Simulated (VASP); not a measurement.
N: atomic charges with LDA

N:

```
CELL_PARAMETERS angstrom
2.51947 0.00000 0.00000
-1.25974 2.18193 0.00000
0.00000 0.00000 2.44600
ATOMIC_POSITIONS crystal
N 0.33333 0.66667 0.75000
N 0.66667 0.33333 0.25000
```

The real solid is made of molecules; this cell is a model form.

| Property | Result |
| --- | --- |
| Program | VASP 6.6.1 |
| Task | atomic charges |
| Functional | LDA |
| Potentials or basis | VASP PAW LDA potentials, release 64 (N) |
| Cutoff | 520 eV |
| k mesh | 12 × 12 × 11 |
| Occupations | fermi-dirac, width 0.02 eV |
| Spin | no spin polarisation |
| Further INCAR settings | ALGO = Normal; EDIFF = 1e-06 |

```
Pressure                                              : -6.9 GPa
Band gap on the k mesh                                : none (metal or under the smearing width)
Valence electrons inside the program's atomic spheres : N 3.35
```

Stress tensor (GPa, compression positive):
```
 -2.54   0.00   0.00
  0.00  -2.54   0.00
  0.00   0.00 -15.70
```

Levels at points of the mesh, in eV from the Fermi level:
```tsv
k point	band 1	band 2	band 3	band 4	band 5	band 6	band 7	band 8	band 9
(0.00, 0.00, 0.00)	-21.95	-5.35	-4.86	-2.39	-2.39	2.76	2.76	6.04	14.31
(0.50, 0.00, 0.00)	-17.28	-14.39	-5.04	-2.15	-1.57	1.64	2.71	5.03	13.35
```

Run time: 6.1 s on 1 thread of Intel(R) Xeon(R) Platinum 8488C (Sapphire Rapids) (shared host), peak memory 0.11 GiB.
